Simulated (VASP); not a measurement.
# Hf: single point with RPBE

Hf:

```
Hf
1.0
     3.02578    0.00000    0.00000
     0.00000    3.02578    0.00000
     0.00000    0.00000    3.02578
Hf
1
Direct
  0.00000 0.00000 0.00000
```

This isn't the form of Hf at room conditions, which is hcp.

- Program: VASP 6.6.1
- Task: single point
- Functional: RPBE
- Potentials or basis: VASP PAW PBE potentials, release 64 (Hf_pv)
- Cutoff: 520 eV
- k mesh: 12 × 12 × 12
- Occupations: fermi-dirac, width 0.1 eV
- Spin: no spin polarisation
- Dipole correction: no
- Further INCAR settings: ALGO = Normal; EDIFF = 1e-06; NBANDS = 11

```yaml
Pressure: -4.9 GPa
Band_gap_on_the_k_mesh: none (metal or under the smearing width)
```

Levels at points of the mesh, in eV from the Fermi level:
| k point | band 3 | band 4 | band 5 | band 6 | band 7 | band 8 |
| --- | --- | --- | --- | --- | --- | --- |
| (0.00, 0.00, 0.00) | -30.39 | -6.14 | -1.17 | -1.17 | 5.73 | 5.73 |
| (0.50, 0.00, 0.00) | -30.34 | -3.05 | -0.39 | -0.26 | 2.84 | 2.84 |
| (0.50, 0.50, 0.00) | -30.29 | -2.34 | -0.65 | 3.45 | 3.45 | 3.80 |
| (0.50, 0.50, 0.50) | -30.88 | -0.96 | -0.96 | -0.96 | 6.80 | 7.78 |

Wall time 6.1 s on 1 thread of Intel(R) Xeon(R) 6975P-C (Granite Rapids) (shared host), peak memory 0.15 GiB.

Caveat: the PAW data sets were made with another functional, which shifts forces and pressure a little. Spin-orbit coupling is left out, which matters for the levels of Hf.
